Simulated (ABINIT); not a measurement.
A run of ABINIT 10.8.3 (patched build) is set up as follows.

Contents of run.abi:

```
# Datasets: one volume each
ndtset 7
getwfk -1
scalecart1 3*0.9795861087
scalecart2 3*0.9864848297
scalecart3 3*0.9932883884
scalecart4 3*1.0000000000
scalecart5 3*1.0066227096
scalecart6 3*1.0131594038
scalecart7 3*1.0196128224

# Pseudopotentials
pp_dirpath "./"
pseudos "Ti.GGA_PBE-JTH.xml, B.GGA_PBE-JTH.xml"

# Structure
acell 3*1.0 Angstrom
rprim
     3.0292000000     0.0000000000     0.0000000000
    -1.5146000000     2.6233641531     0.0000000000
     0.0000000000     0.0000000000     3.2284000000
ntypat 2
znucl 22 5
natom 3
typat 1 2 2
xred
     0.0000000000     0.0000000000     0.0000000000
     0.6666666667     0.3333333333     0.5000000000
     0.3333333333     0.6666666667     0.5000000000

# Plane-wave basis
ecut 408.170794 eV
pawecutdg 30.0
pawovlp 30

# k points
kptopt 1
ngkpt 10 10 8
nshiftk 1
shiftk 0.0 0.0 0.0

# Exchange and correlation
ixc -116133

# Bands and occupations
nband 13
occopt 3
tsmear 0.05 eV

# SCF cycle
nstep 100
tolvrs 1.0e-9

# Output
iomode 3
prtwf 1
prtden 0
prteig 0
prtebands 0
enunit 2
```

Potentials or basis: JTH PAW PBE v2.0.

Run with:

```console
$ abinit run.abi > log 2>&1
```

Question: Predict the pressure derivative of the bulk modulus.

Answer: 3.9.

Question: Predict the equilibrium volume.

Answer: 8.41 Å³/atom.

Question: Estimate the bulk modulus at fixed shape and positions.

Answer: 267 GPa.

Energy against volume, from the lowest point:
| volume (Å³/atom) | energy (meV/atom) |
| --- | --- |
| 8.039 | 14.97 |
| 8.210 | 4.21 |
| 8.381 | 0.00 |
| 8.552 | 1.72 |
| 8.723 | 8.77 |
| 8.894 | 20.66 |
| 9.065 | 36.97 |

Caveat: pressures at fixed basis lie under the slope of the energies; the cell was scaled at fixed shape and fractional positions, which overstates the stiffness of a crystal with free parameters, most of all of layers and chains; the PAW data sets were made with another functional, which shifts forces and pressure a little; the atomic spheres overlap.
